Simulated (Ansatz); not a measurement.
Method: Ansatz, DFT PBE, scalar-relativistic, plane waves, PAW. Settings: cutoff 420 eV, Γ-centred meshes spaced at most about 0.3 Å⁻¹, and about 0.25 Å⁻¹ or finer for metals (2π included), Gaussian smearing. No spin polarisation in the final relaxations.

These are static total energies at zero pressure. All come from trial cells, and lower structures may exist.

Problem. Order these relaxed structures of Si3Ge by energy, lowest first, with the energy over the lowest of them.
A.

```xyz
4
Lattice="0.0000 3.1685 3.1685 3.1685 0.0000 3.1685 3.1685 3.1685 0.0000" Properties=species:S:1:pos:R:3 pbc="T T T"
Si    4.7527    4.7527    4.7527
Si    1.5842    1.5842    1.5842
Si    3.1685    3.1685    3.1685
Ge    0.0000    0.0000    0.0000
```

B.

```xyz
4
Lattice="1.6965 -2.1989 0.0000 1.6965 2.1989 0.0000 0.0000 0.0000 8.5317" Properties=species:S:1:pos:R:3 pbc="T T T"
Si    1.6965    0.0000    6.2229
Si    0.0000    0.0000    4.2659
Si    1.6965    0.0000    2.3088
Ge    0.0000    0.0000    0.0000
```

C.

```xyz
4
Lattice="4.7462 0.0000 0.0000 0.0000 4.7462 0.0000 0.0000 0.0000 2.8124" Properties=species:S:1:pos:R:3 pbc="T T T"
Si    0.0000    2.3731    1.4062
Si    2.3731    0.0000    1.4062
Si    2.3731    2.3731    0.0000
Ge    0.0000    0.0000    0.0000
```

D.

```xyz
4
Lattice="5.0476 0.0000 0.0000 0.0000 5.0476 0.0000 0.0000 0.0000 2.5765" Properties=species:S:1:pos:R:3 pbc="T T T"
Si    0.0000    2.5238    0.0000
Si    2.5238    0.0000    0.0000
Si    0.0000    0.0000    1.2882
Ge    2.5238    2.5238    0.0000
```

Solution. D (0 meV/atom), B (81 meV/atom), C (93 meV/atom), A (104 meV/atom). Forms: D P4/mmm; B Si and Ge ordered on bcc sites, Cmmm; C P4/mmm; A BiF3 (D0_3) type, Fm-3m. Counting Si atoms around Ge (those within 1.25 times the shortest such distance or 1.15 times the sum of covalent radii; a plus sign parts nearer from farther groups; the shortest distance is added where it is long for a bond): D has Ge 4; B has Ge 4+4 from 2.9 Å; C has Ge 8+4 from 2.8 Å; A has Ge 8+6 from 2.7 Å. Even the lowest lies +0.42 eV/atom against the elements.

The k mesh leaves some 4 meV/atom of noise in the energy of each metallic cell. Cells relaxed within their symmetry can be saddle points. Some candidate types were left out of the draw beforehand, so a known form may be missing.
